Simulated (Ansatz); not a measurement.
An Ansatz input (plane waves, PAW) for CoSi2 (AlB2-type structure) that has something wrong with it:

```yaml
crystal:
  lattice:
    - [4.118214377689, 2.886765550782e-11, 0.0]
    - [-2.05910718887, 3.566478269295, 0.0]
    - [0.0, 0.0, 2.4756767242]
  atoms:
    - { symbol: Co, position: [0.0, 0.0, 0.0], spin: 1.5 }
    - { symbol: Si, position: [0.3333333333333, 0.6666666666667, 0.5] }
    - { symbol: Si, position: [0.6666666666667, 0.3333333333333, 0.5] }
basis:
  ecutwfc: 420
  ecutrho_ratio: 4
kpoints:
  mp_grid: { grid: [10, 10, 12] }
hamiltonian:
  xc: pbesol
scf:
  occupations: { method: fixed }
  max_iter: 100
output:
  forces: true
  stress: true
magnetization:
  spin_polarized: true
```

Launched as:
```sh
ansatz run input.yaml --threads 4 --pin off --max-ram 4096MiB --backend cpu --events-out ev --progress --plain --runs-dir out
```

**Question.** What is wrong with it?

**Answer.** Fixed occupations whatever the gap. Against the sound input: scf.occupations: {"method": "gaussian", "width": 0.05} → {"method": "fixed"} (the cap on iterations is only a precaution).

What the program printed:

```
Error: inconsistent input (scf.occupations.method, magnetization): a σ = 0 step fill (method: fixed, or a smearing width below the step floor) cannot realise an odd electron count (25) without a locked total moment — the per-k integer fill puts the same N_el/2 bands in each spin channel; set magnetization.spin_polarized: true with magnetization.spin_locking.lock_magnetization: hard and an odd magnetization.initial_magnetization (the unpaired electron then fills one channel), or use a smearing method with a finite width, such as fermi_dirac
```

The input was refused before any iteration. Cost: 0.13 s on 4 threads of Arm Neoverse N1, with other jobs on the host, peak memory 0.09 GiB. The run before the change (PBEsol, 420 eV, 10×10×12 mesh) gave:

| run | P (GPa) | gap on the mesh (eV) | cell moment (μB) | largest force component (eV/Å) |
| --- | --- | --- | --- | --- |
| sound | 0.0 | metal | 0.00 | 0.000 |

The two runs also differ in their start: the sound one had the moments 0.05, 0.00, 0.00 μB typed, and went on from the state of an earlier run.

This is a trial structure; measured cells of the compound in the Crystallography Open Database are in space group Fm-3m.

Of that run: The starting moments died out; a magnetic state reached from other starts isn't excluded.
